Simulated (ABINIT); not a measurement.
# TePb (Fm-3m) in ABINIT: notebook

Aim: see how the results for TePb move with the level of theory and the settings. Levels: PBE, PBE+D3, PBE+D3(BJ). Tasks: equation of state.

All numbers are computed with ABINIT 10.8.3 (patched build); they aren't measurements. Logs are shortened: lines on timing, memory, paths and dates and some standing lists are left out, and cuts for length are marked. The log counts tension as positive stress, the text compression.

## 1. The crystal as given

The structure is cubic, space group Fm-3m (No. 225). Conventional cell: a = 6.462 Å, b = 6.462 Å, c = 6.462 Å, α = 90.00°, β = 90.00°, γ = 90.00°. Pb (site symmetry m-3m) has 6 Te at 3.23 Å as nearest neighbours. Te (site symmetry m-3m) is surrounded by 6 Pb at 3.23 Å.

## 2. Equation of state, PBE

File run.abi:

```
# Datasets: one volume each
ndtset 7
getwfk -1
scalecart1 3*0.9795861087
scalecart2 3*0.9864848297
scalecart3 3*0.9932883884
scalecart4 3*1.0000000000
scalecart5 3*1.0066227096
scalecart6 3*1.0131594038
scalecart7 3*1.0196128224

# Pseudopotentials
pp_dirpath "./"
pseudos "Pb.GGA_PBE-JTH.xml, Te.GGA_PBE-JTH.xml"

# Structure
acell 4.56932402 4.56932402 4.56932402 Angstrom
rprim
     0.0000000000     0.7071067812     0.7071067812
     0.7071067812     0.0000000000     0.7071067812
     0.7071067812     0.7071067812     0.0000000000
ntypat 2
znucl 82 52
natom 2
typat 1 2
xred
     0.0000000000     0.0000000000     0.0000000000
     0.5000000000     0.5000000000     0.5000000000

# Plane-wave basis
ecut 598.650497 eV
pawecutdg 44.0
pawxcdev 0

# k points
kptopt 1
ngkpt 7 7 7
nshiftk 1
shiftk 0.0 0.0 0.0

# Exchange and correlation
ixc 11

# Bands and occupations
nband 14
occopt 3
tsmear 0.05 eV

# SCF cycle
nstep 100
tolvrs 1.0e-9

# Output
iomode 3
prtwf 1
prtden 0
prteig 0
prtebands 0
enunit 2
```

Potentials or basis: JTH PAW PBE v2.0.

Launch:

```console
$ abinit run.abi > log 2>&1
```

run.abo:

```text
.Version 10.8.3 of ABINIT
 DATASET    1 : space group Fm -3 m (#225); Bravais cF (face-center cubic)
================================================================================
 Values of the parameters that define the memory need for DATASET  1.
     intxc =       0    ionmov =       0      iscf =      17    lmnmax =      18
     lnmax =       6     mgfft =      36  mpssoang =       3    mqgrid =    3001
     natom =       2  nloc_mem =       2    nspden =       1   nspinor =       1
    nsppol =       1      nsym =      48    n1xccc =       1    ntypat =       2
    occopt =       3   xclevel =       2
       mpw =        2129          nfft =       46656          nkpt =          20
 PAW method is used; the additional fine FFT grid is defined by:
   mgfftf=        54    nfftf =    157464
================================================================================
================================================================================
[... 71 lines left out ...]
 DATASET    7 : space group Fm -3 m (#225); Bravais cF (face-center cubic)
================================================================================
 Values of the parameters that define the memory need for DATASET  7.
     intxc =       0    ionmov =       0      iscf =      17    lmnmax =      18
     lnmax =       6     mgfft =      40  mpssoang =       3    mqgrid =    3001
     natom =       2  nloc_mem =       2    nspden =       1   nspinor =       1
    nsppol =       1      nsym =      48    n1xccc =       1    ntypat =       2
    occopt =       3   xclevel =       2
       mpw =        2393          nfft =       64000          nkpt =          20
 PAW method is used; the additional fine FFT grid is defined by:
   mgfftf=        54    nfftf =    157464
================================================================================
================================================================================

--------------------------------------------------------------------------------
------------- Echo of variables that govern the present computation ------------
--------------------------------------------------------------------------------
 -outvars: echo values of preprocessed input variables --------
            acell      8.6347709783E+00  8.6347709783E+00  8.6347709783E+00 Bohr
              amu      2.07200000E+02  1.27600000E+02
             ecut      2.20000000E+01 Hartree
           enunit           2
           getwfk          -1
              ixc          11
           jdtset        1    2    3    4    5    6    7
         kptrlatt        7    0    0      0    7    0      0    0    7
          kptrlen1     5.92095119E+01
          kptrlen2     5.96264940E+01
          kptrlen3     6.00377242E+01
          kptrlen4     6.04433968E+01
          kptrlen5     6.08436959E+01
          kptrlen6     6.12387959E+01
          kptrlen7     6.16288625E+01
            natom           2
            nband          14
           ndtset           7
            ngfft1         36      36      36
            ngfft2         36      36      36
            ngfft3         40      40      40
            ngfft4         40      40      40
            ngfft5         40      40      40
            ngfft6         40      40      40
            ngfft7         40      40      40
          ngfftdg          54      54      54
             nkpt          20
            nstep         100
             nsym          48
           ntypat           2
           occopt           3
        pawecutdg      4.40000000E+01 Hartree
         pawxcdev           0
           prtden           0
        prtebands           0
           prteig           0
            rprim1     0.0000000000E+00  6.9267198023E-01  6.9267198023E-01
                       6.9267198023E-01  0.0000000000E+00  6.9267198023E-01
                       6.9267198023E-01  6.9267198023E-01  0.0000000000E+00
            rprim2     0.0000000000E+00  6.9755011263E-01  6.9755011263E-01
                       6.9755011263E-01  0.0000000000E+00  6.9755011263E-01
                       6.9755011263E-01  6.9755011263E-01  0.0000000000E+00
            rprim3     0.0000000000E+00  7.0236095512E-01  7.0236095512E-01
                       7.0236095512E-01  0.0000000000E+00  7.0236095512E-01
                       7.0236095512E-01  7.0236095512E-01  0.0000000000E+00
            rprim4     0.0000000000E+00  7.0710678120E-01  7.0710678120E-01
[... 18 lines left out ...]
           xangst2     0.0000000000E+00  0.0000000000E+00  0.0000000000E+00
                       3.1873324848E+00  3.1873324848E+00  3.1873324848E+00
           xangst3     0.0000000000E+00  0.0000000000E+00  0.0000000000E+00
                       3.2093147830E+00  3.2093147830E+00  3.2093147830E+00
           xangst4     0.0000000000E+00  0.0000000000E+00  0.0000000000E+00
                       3.2310000000E+00  3.2310000000E+00  3.2310000000E+00
           xangst5     0.0000000000E+00  0.0000000000E+00  0.0000000000E+00
                       3.2523979748E+00  3.2523979748E+00  3.2523979748E+00
           xangst6     0.0000000000E+00  0.0000000000E+00  0.0000000000E+00
                       3.2735180337E+00  3.2735180337E+00  3.2735180337E+00
           xangst7     0.0000000000E+00  0.0000000000E+00  0.0000000000E+00
                       3.2943690292E+00  3.2943690292E+00  3.2943690292E+00
            xcart1     0.0000000000E+00  0.0000000000E+00  0.0000000000E+00
                       5.9810639124E+00  5.9810639124E+00  5.9810639124E+00
            xcart2     0.0000000000E+00  0.0000000000E+00  0.0000000000E+00
                       6.0231854685E+00  6.0231854685E+00  6.0231854685E+00
            xcart3     0.0000000000E+00  0.0000000000E+00  0.0000000000E+00
                       6.0647259916E+00  6.0647259916E+00  6.0647259916E+00
            xcart4     0.0000000000E+00  0.0000000000E+00  0.0000000000E+00
                       6.1057051129E+00  6.1057051129E+00  6.1057051129E+00
            xcart5     0.0000000000E+00  0.0000000000E+00  0.0000000000E+00
                       6.1461414248E+00  6.1461414248E+00  6.1461414248E+00
            xcart6     0.0000000000E+00  0.0000000000E+00  0.0000000000E+00
                       6.1860525520E+00  6.1860525520E+00  6.1860525520E+00
            xcart7     0.0000000000E+00  0.0000000000E+00  0.0000000000E+00
                       6.2254552229E+00  6.2254552229E+00  6.2254552229E+00
             xred      0.0000000000E+00  0.0000000000E+00  0.0000000000E+00
                       5.0000000000E-01  5.0000000000E-01  5.0000000000E-01
            znucl       82.00000   52.00000

================================================================================

 chkinp: Checking input parameters for consistency, jdtset=   1.

 chkinp: Checking input parameters for consistency, jdtset=   2.
[... 40 lines left out ...]
 getcut: wavevector=  0.0000  0.0000  0.0000  ngfft=  54  54  54
         ecut(hartree)=     44.000   => boxcut(ratio)=   2.13874

--- Pseudopotential description ------------------------------------------------
- pspini: atom type   1  psp file is ./Pb.GGA_PBE-JTH.xml
 Pseudopotential format is: paw10
 basis_size (lnmax)=  6 (lmn_size= 18), orbitals=   0   0   1   1   2   2
 Spheres core radius: rc_sph= 2.40264019
 Shapefunction is BESSEL type: shapef(r,l)=aa(1,l)*jl(q(1,l)*r)+aa(2,l)*jl(q(2,l)*r)
 Radius for shape functions =  2.00872932
 Compensation charge density is not taken into account in XC energy/potential

- pspini: atom type   2  psp file is ./Te.GGA_PBE-JTH.xml
 Pseudopotential format is: paw10
 basis_size (lnmax)=  4 (lmn_size=  8), orbitals=   0   0   1   1
 Spheres core radius: rc_sph= 2.31107438
 Shapefunction is SIN type: shapef(r)=[sin(pi*r/rshp)/(pi*r/rshp)]**2
 Radius for shape functions =  2.10488624
 Compensation charge density is not taken into account in XC energy/potential

   2.67418901E+03                                ecore*ucvol(ha*bohr**3)
--------------------------------------------------------------------------------

================================================================================

--- !BeginCycle
iteration_state: {dtset: 1, }
solver: {iscf: 17, nstep: 100, nline: 4, wfoptalg: 10, }
tolerances: {tolvrs: 1.00E-09, }
...
[... 365 lines left out ...]
 getcut: wavevector=  0.0000  0.0000  0.0000  ngfft=  40  40  40
         ecut(hartree)=     22.000   => boxcut(ratio)=   2.20880

 getcut : COMMENT -
  Note that boxcut > 2.2 ; recall that boxcut=Gcut(box)/Gcut(sphere) = 2
  is sufficient for exact treatment of convolution.
  Such a large boxcut is a waste : you could raise ecut
  e.g. ecut=   26.833503 Hartrees makes boxcut=2

 Fine grid specifications (used for densities):

 getcut: wavevector=  0.0000  0.0000  0.0000  ngfft=  54  54  54
         ecut(hartree)=     44.000   => boxcut(ratio)=   2.10924
--------------------------------------------------------------------------------
[... 911 lines left out ...]
-Cartesian components of stress tensor (GPa)         [Pressure= -3.5964E-01 GPa]
- sigma(1 1)=  3.59636572E-01  sigma(3 2)=  0.00000000E+00
- sigma(2 2)=  3.59636572E-01  sigma(3 1)=  0.00000000E+00
- sigma(3 3)=  3.59636572E-01  sigma(2 1)=  0.00000000E+00

== END DATASET(S) ==============================================================
================================================================================

 -outvars: echo values of variables after computation  --------
            acell      8.6347709783E+00  8.6347709783E+00  8.6347709783E+00 Bohr
           etotal1    -6.9550786532E+01
           etotal2    -6.9552288340E+01
           etotal3    -6.9553423400E+01
           etotal4    -6.9554229182E+01
           etotal5    -6.9554738082E+01
           etotal6    -6.9554979696E+01
           etotal7    -6.9554980988E+01
            fcart1    -0.0000000000E+00 -0.0000000000E+00 -0.0000000000E+00
                      -0.0000000000E+00 -0.0000000000E+00 -0.0000000000E+00
            fcart2    -0.0000000000E+00 -0.0000000000E+00 -0.0000000000E+00
                      -0.0000000000E+00 -0.0000000000E+00 -0.0000000000E+00
            fcart3    -0.0000000000E+00 -0.0000000000E+00 -0.0000000000E+00
                      -0.0000000000E+00 -0.0000000000E+00 -0.0000000000E+00
            fcart4    -0.0000000000E+00 -0.0000000000E+00 -0.0000000000E+00
                      -0.0000000000E+00 -0.0000000000E+00 -0.0000000000E+00
            fcart5    -0.0000000000E+00 -0.0000000000E+00 -0.0000000000E+00
                      -0.0000000000E+00 -0.0000000000E+00 -0.0000000000E+00
[... 38 lines left out ...]
                       0.0000000000E+00  0.0000000000E+00  0.0000000000E+00
           xangst1     0.0000000000E+00  0.0000000000E+00  0.0000000000E+00
                       3.1650427173E+00  3.1650427173E+00  3.1650427173E+00
           xangst2     0.0000000000E+00  0.0000000000E+00  0.0000000000E+00
                       3.1873324848E+00  3.1873324848E+00  3.1873324848E+00
           xangst3     0.0000000000E+00  0.0000000000E+00  0.0000000000E+00
                       3.2093147830E+00  3.2093147830E+00  3.2093147830E+00
           xangst4     0.0000000000E+00  0.0000000000E+00  0.0000000000E+00
                       3.2310000000E+00  3.2310000000E+00  3.2310000000E+00
           xangst5     0.0000000000E+00  0.0000000000E+00  0.0000000000E+00
                       3.2523979748E+00  3.2523979748E+00  3.2523979748E+00
           xangst6     0.0000000000E+00  0.0000000000E+00  0.0000000000E+00
                       3.2735180337E+00  3.2735180337E+00  3.2735180337E+00
           xangst7     0.0000000000E+00  0.0000000000E+00  0.0000000000E+00
                       3.2943690292E+00  3.2943690292E+00  3.2943690292E+00
             xred      0.0000000000E+00  0.0000000000E+00  0.0000000000E+00
                       5.0000000000E-01  5.0000000000E-01  5.0000000000E-01
 Calculation completed.
```

Wall time 3.7 min (1 thread of Arm Neoverse N1, shared host); peak memory 0.18 GiB.

What came out:

| Item | Value |
| --- | --- |
| Equilibrium volume | 35.42 Å³/atom |
| Bulk modulus | 39 GPa |
| Pressure derivative of the bulk modulus | 4.5 |

Energy against volume, from the lowest point:
| volume (Å³/atom) | energy (meV/atom) |
| --- | --- |
| 31.706 | 57.07 |
| 32.380 | 36.64 |
| 33.055 | 21.19 |
| 33.730 | 10.23 |
| 34.404 | 3.30 |
| 35.079 | 0.02 |
| 35.753 | 0.00 |

Caveat: pressures at fixed basis lie under the slope of the energies; this odd mesh misses L, where the gap lies, so gap, dielectric constants and Born charges aren't listed.

(Continued in part 2 of 2.)
